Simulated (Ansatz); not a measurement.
Level of theory: DFT PBE, scalar-relativistic, plane waves, PAW in Ansatz 0.2.0. Settings: cutoff 420 eV, Γ-centred meshes spaced at most about 0.3 Å⁻¹, and about 0.25 Å⁻¹ or finer for metals (2π included), Gaussian smearing. No spin polarisation in the final relaxations.

Temperature and zero-point effects are left out.

Two forms of Sb were relaxed alike.

A.

Space group F-43m (No. 216). a = 9.516 Å, b = 9.516 Å, c = 9.516 Å, α = 90.00°, β = 90.00°, γ = 90.00°
```
atom  site  symmetry       x       y       z
  Sb   16e       .3m  0.6434  0.1434  0.3566
```

B.

Space group P6/mmm (No. 191). a = 3.281 Å, b = 3.281 Å, c = 3.126 Å, α = 90.00°, β = 90.00°, γ = 120.00°
```csv
atom,site,symmetry,x,y,z
Sb,1b,6/mmm,0.0000,0.0000,0.5000
```

**Question.** Which form is favoured at zero pressure, and by what margin per atom?

**Answer.** B is lower, by 95 meV/atom. A has space group F-43m (No. 216), 53.8 Å³/atom and a gap of 1.51 eV on its mesh; B has the simple hexagonal type, space group P6/mmm (No. 191), 29.1 Å³/atom and no gap. Counting all near atoms (those within 1.25 times the shortest such distance or 1.15 times the sum of covalent radii, 1.27 where that leaves under three), A has Sb 3 and B has Sb 8. Both come from invented guesses. The part of the Crystallography Open Database at hand lists Sb in space groups No. 139, 166, 194, 221, 225 and others; no cell shown has one of them.

No dispersion correction is applied, so the spacing and binding between layers, chains or molecules are poorly described (F-43m), and this can change margins and order among such cells. Spin–orbit coupling, which can matter for Sb, is left out. Kohn–Sham gaps at this level usually fall short of measured ones. The missing spin–orbit coupling can work the other way here. Cells relaxed within their symmetry can be saddle points.
